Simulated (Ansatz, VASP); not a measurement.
Two plane-wave programs on Pd

Contents of INCAR:

```
PREC = Accurate
ENCUT = 520
EDIFF = 1E-6
ISMEAR = 0
SIGMA = 0.1
LREAL = F
LASPH = T
NELM = 80
ALGO = Fast
ISIF = 2
LWAVE = F
LCHARG = F
GGA = PE
NBANDS = 11
```

The input KPOINTS:

```
regular mesh
0
Gamma
  18 18 18
```

The input POSCAR:

```
Pd
1.0
   -1.5830039564      1.5830039564      1.5830039564
    1.5830039564     -1.5830039564      1.5830039564
    1.5830039564      1.5830039564     -1.5830039564
Pd
1
Direct
    0.0000000000      0.0000000000      0.0000000000
```

Input for Ansatz:

```yaml
crystal:
  lattice:
    - [-1.5830039564, 1.5830039564, 1.5830039564]
    - [1.5830039564, -1.5830039564, 1.5830039564]
    - [1.5830039564, 1.5830039564, -1.5830039564]
  atoms:
    - { symbol: Pd, position: [0.0, 0.0, 0.0] }
basis:
  ecutwfc: 420
kpoints:
  mp_grid: { grid: [18, 18, 18] }
hamiltonian:
  xc: pbe
scf:
  occupations: { method: gaussian, width: 0.1 }
output:
  forces: true
  stress: true
  eigenvalues: true
  populations: true
```

Alike in both runs: task single point; functional PBE; k mesh 18 × 18 × 18; occupations gaussian, width 0.1 eV; no spin polarisation.

```csv
,VASP,Ansatz
version,VASP 6.6.1,Ansatz 0.2.0
potentials or method,"VASP PAW PBE potentials, release 64 (Pd)","scalar-relativistic, plane waves, PAW"
plane-wave cutoff (eV),520,420
valence electrons in the cell,10,18
```

```tsv
	VASP	Ansatz	Ansatz less VASP
gap on the k mesh at the Fermi level (eV)	none	none	-
pressure (GPa)	-4.4	-4.2	+0.17
```

A gap of «none» marks a metal or a gap that the smearing closes. The functional is the same, so the differences come from potentials, cutoffs and numerics. The two sets of potentials don't hold the same shells in valence.
